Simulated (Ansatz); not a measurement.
Wanted: the native input for an Ansatz 0.2.0 run.

```yaml
Task: relaxation of cell and atoms
Functional: PBEsol
Potentials_or_basis: all-electron LAPW, scalar-relativistic
Basis_error_allowed: 0.002 eV/atom
k_mesh: 12 × 12 × 12
Occupations: fermi-dirac, width 0.05 eV
Spin: no spin polarisation
Target_pressure: 10 GPa
```

Si2Mo:

```
CELL_PARAMETERS angstrom
-1.60000 1.60000 3.93050
1.60000 -1.60000 3.93050
1.60000 1.60000 -3.93050
ATOMIC_POSITIONS crystal
Mo 0.00000 0.00000 0.00000
Si 0.66700 0.66700 0.00000
Si 0.33300 0.33300 0.00000
```

The input as run:

input.yaml

```yaml
crystal:
  lattice:
    - [-1.6, 1.6, 3.9305]
    - [1.6, -1.6, 3.9305]
    - [1.6, 1.6, -3.9305]
  atoms:
    - { symbol: Mo, position: [0.0, 0.0, 0.0] }
    - { symbol: Si, position: [0.667, 0.667, 0.0] }
    - { symbol: Si, position: [0.333, 0.333, 0.0] }
kpoints:
  mp_grid: { grid: [12, 12, 12] }
scf:
  occupations: { method: fermi_dirac, width: 0.05 }
hamiltonian:
  xc: pbesol
  pseudopotentials: { kind: all_electron, lapw: { basis_error: 0.002 } }
output:
  forces: true
  stress: true
relax:
  f_tol: 0.01
  max_steps: 60
  cell: { p_target: 10 }
```

Potentials or basis: all-electron LAPW, scalar-relativistic.

Command:

```console
$ ansatz run input.yaml --threads 2 --pin off --max-ram 8192MiB --backend cpu --events-out ev --progress --plain --runs-dir out
```

It gave:

```
Relaxed volume                                         : 12.73 Å³/atom
Relaxed cell                                           : a = 4.458 Å, b = 4.458 Å, c = 4.458 Å, α = 138.71°, β = 138.71°, γ = 59.81°
Space group after relaxing (to 0.05 Å)                 : I4/mmm (No. 139)
Energy change on relaxing (the enthalpy is what falls) : +13.2 meV/atom
Ionic steps                                            : 5
Pressure after relaxing                                : 10.0 GPa
Largest force after relaxing                           : 0.005 eV/Å
```

Run time: 77 s on 2 threads of Intel(R) Xeon(R) Platinum 8259CL CPU @ 2.50GHz (Skylake/Cascade Lake) (shared host), peak memory 0.69 GiB.
